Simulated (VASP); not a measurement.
A run of VASP 6.6.1 is set up as follows.

File INCAR:

```
ALGO = Normal ; EDIFF = 1E-7
ENCUT = 520 ; GGA = PE
ISIF = 2 ; ISMEAR = -1
ISPIN = 2 ; LASPH = T
LCHARG = T ; LELF = T
LMAXMIX = 4 ; LORBIT = 11
LREAL = F ; LVHAR = T
LWAVE = F ; MAGMOM = 4 4 0 0
NBANDS = 31 ; NELM = 100
PREC = Accurate ; SIGMA = 0.05
```

Contents of KPOINTS:

```
k-points
0
Gamma
  9 9 5
```

The input POSCAR:

```
MnO
1.0
    3.3717000000      0.0000000000      0.0000000000
   -1.6858500000      2.9199778539      0.0000000000
    0.0000000000      0.0000000000      5.3855000000
Mn O
2 2
Direct
    0.6513910000      0.3205990000      0.5031260000
    0.3373200000      0.6723690000      0.0120570000
    0.6649990000      0.3392700000      0.8767860000
    0.3208640000      0.6515760000      0.3727460000
```

Potentials or basis: VASP PAW PBE potentials, release 64 (Mn_pv, O).

The run is started by

```console
$ cat potpaw_PBE.64/Mn_pv/POTCAR potpaw_PBE.64/O/POTCAR > POTCAR
$ mpirun -np 1 vasp_std > vasp.out
```

Problem. Predict the band gap on the k mesh.

Solution. None (metal or under the smearing width).

Problem. Predict the pressure.

Solution. 6.4 GPa.

Stress tensor (GPa, compression positive):
```
 4.24 -0.57 -0.10
-0.57  3.99 -0.19
-0.10 -0.19 11.08
```

Caveat: semilocal functionals often make such compounds metallic where correlation or magnetic order opens a gap, which also shifts bond lengths.
